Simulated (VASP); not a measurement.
A run of VASP 6.6.1 is set up as follows.

Contents of INCAR:

```
PREC = Accurate
ENCUT = 600
EDIFF = 1E-8
ISMEAR = 0
SIGMA = 0.03
LREAL = F
LASPH = T
NELM = 80
ALGO = Fast
ISIF = 2
LWAVE = F
LCHARG = F
LEPSILON = T
KPAR = 2
```

File KPOINTS:

```
regular mesh
0
Gamma
  15 15 7
```

POSCAR

```
HfS2                                    
1.0
    3.5550803602      0.0000000000     -0.0000000000
   -1.7775401801      3.0787899043     -0.0000000000
    0.0000000000      0.0000000000      5.6790643379
  Hf              S             
     1     2
Direct
     0.0000000000000000    0.0000000000000000    1.0000000000000000
     0.6666666699999979    0.3333333300000021    0.7458234962432965
     0.3333333300000021    0.6666666699999979    0.2541765037567036
```

Potentials or basis: VASP PAW LDA potentials, release 64 (Hf_pv, S).

Launch:

```console
$ cat potpaw_LDA.64/Hf_pv/POTCAR potpaw_LDA.64/S/POTCAR > POTCAR
$ mpirun -np 2 vasp_std > vasp.out
```

What does it give for the electronic dielectric tensor (diagonal)?

12.09, 12.09, 6.72.

Estimate the Born charges (mean of the diagonal).

Hf +5.32; S -2.66 e.

What does it give for the band gap on the k mesh?

0.63 eV, indirect (least direct gap 1.58 eV).

Born effective charge tensors (e):
atom 1, Hf
```
6.91 0.00 0.00
0.00 6.91 0.00
0.00 0.00 2.14
```
atom 2, S
```
-3.45  0.00  0.00
 0.00 -3.45  0.00
 0.00  0.00 -1.07
```
atom 3, S
```
-3.45  0.00  0.00
 0.00 -3.45  0.00
 0.00  0.00 -1.07
```

Caveat: the gap is small at this level, which inflates the dielectric constant; spin-orbit coupling is left out, which moves the levels of the heavy elements; an odd mesh through Γ misses points on the zone boundary, where band edges often lie.

The gap isn't set beside the measured one, since this odd mesh misses points on the zone boundary.
